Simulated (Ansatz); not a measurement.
**AlRu: moving Al off its site**

AlRu, Pm-3m, a = 2.992 Å (as given, not relaxed at this level: -3.2 GPa). The structure is a COD entry; whether it is the stable form wasn't checked. Ansatz: PBEsol, PAW, 420 eV, Γ-centred 16×16×16 mesh on 2 atoms, Gaussian smearing 0.15 eV; no spin polarisation.

```xyz
2
Lattice="2.9916 0.0000 0.0000 0.0000 2.9916 0.0000 0.0000 0.0000 2.9916" Properties=species:S:1:pos:R:3 pbc="T T T"
Al    0.0000    0.0000    0.0000
Ru    1.4958    1.4958    1.4958
```

Atom 1 (Al) moves by x along the unit vector (0.000, 1.000, 0.000), with its periodic images; all else is held. y is the free energy of the cell over the start, F the force along the path summed over the moved atoms. Symmetry makes y even in x.

| x (Å) | y (meV) | F (eV/Å) |
| --- | --- | --- |
| -0.1000 | ? | ? |
| -0.0500 | 9.50 | 0.38 |
| 0.0000 | 0.00 | 0.00 |
| 0.0125 | 0.59 | -0.10 |
| 0.0250 | 2.38 | -0.19 |
| 0.0375 | 5.34 | -0.28 |
| 0.0625 | 14.84 | -0.47 |
| 0.0750 | 21.36 | -0.57 |
| 0.0875 | 29.07 | -0.66 |

Fit y = c2 x² + c4 x⁴ to the energies of the other rows, give the force constant, and predict energy and force of the missing row.

Least squares on the rows shown. y = 3800.6 x² − 496.18 x⁴. The force constant is 2 c2 = 7.60 eV/Å², for the cell as given, at -3.2 GPa (for all images moving together, not for a lone atom). With two atoms in a cubic cell this is the optical mode at Γ (in a metal it hangs on mesh and smearing): ω = 521.5 √(2 c2/μ) = 312 cm⁻¹ for μ = 21.30 u. The force −dy/dx at the missing row is 0.76 eV/Å (computed 0.76). At x = -0.1000 the fit asked for gives 37.96 meV. The run gave 37.96 meV, the same to the digits shown.

Al sits in a single, almost perfectly harmonic well: the quartic term is a minor correction even at the largest displacement, and nothing suggests an off-centre instability along this path. Because the whole Al sublattice moves rigidly, Al–Al distances stay fixed, and the restoring force measures the resistance to shifting Al against Ru. Each Al moves towards four of its eight Ru neighbours and away from the other four, so compression on one side accompanies stretching on the other. The stiffness probably reflects Ru d–Al sp hybridisation together with short-range repulsion, which the energy curve alone cannot separate.

Cubic symmetry makes the quadratic term isotropic, so the force constant of 7.60 eV/Å² holds for any displacement direction, whereas the small negative quartic term belongs to this one. Metallic screening removes the long-range field that would split the optical mode in an insulator, leaving it threefold degenerate at Γ. The positive curvature supports stability against this mode only, not against zone-boundary phonons or homogeneous strain.
